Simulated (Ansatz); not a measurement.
# Ge: the cost of one run

Computed with Ansatz 0.2.0 (DFT PBE, scalar-relativistic, plane waves, PAW, unless a step's input says otherwise).

**1. The starting structure**

Symmetry: I4_1/amd, No. 141, tetragonal system. The conventional cell has a = 3.868 Å, b = 3.868 Å, c = 6.053 Å, α = 90.00°, β = 90.00°, γ = 90.00°. Ge (site symmetry -4m2) has 4 Ge at 2.46 Å as nearest neighbours.

Coordinates:

```xyz
4
Lattice="3.8678 0.0000 0.0000 0.0000 3.8678 0.0000 0.0000 0.0000 6.0525" Properties=species:S:1:pos:R:3 pbc="T T T"
Ge    0.0000    0.0000    0.0000
Ge    1.9339    0.0000    1.5131
Ge    1.9339    1.9339    3.0263
Ge    0.0000    1.9339    4.5394
```

**2. Relaxing cell and atoms: Ge, no spin**

Contents of input.yaml:

```yaml
crystal:
  lattice:
    - [3.8678033824, 0.0, 0.0]
    - [0.0, 3.8678033824, 0.0]
    - [0.0, 0.0, 6.0525]
  atoms:
    - { symbol: Ge, position: [0.0, 0.0, 0.0] }
    - { symbol: Ge, position: [0.5, 0.0, 0.25] }
    - { symbol: Ge, position: [0.5, 0.5, 0.5] }
    - { symbol: Ge, position: [0.0, 0.5, 0.75] }
scf:
  occupations: { method: gaussian, width: 0.05 }
output:
  forces: true
  stress: true
  eigenvalues: true
  write_density: true
  write_potential: true
  elf: true
  volumetric_format: npy
hamiltonian:
  xc: pbe
kpoints:
  mp_grid: { grid: [10, 10, 7] }
relax:
  f_tol: 0.003
  cell: { stress_tol: 0.02, fix: [a, b, angles] }
```

Launch:

```sh
ansatz run input.yaml --threads 6 --pin off --max-ram 12288MiB --backend cpu --events-out ev --progress --plain --runs-dir out
```

Q: Estimate wall time and peak memory on 6 threads of Arm Neoverse N1, shared host.

About 24 s, with a peak of 0.56 GiB.
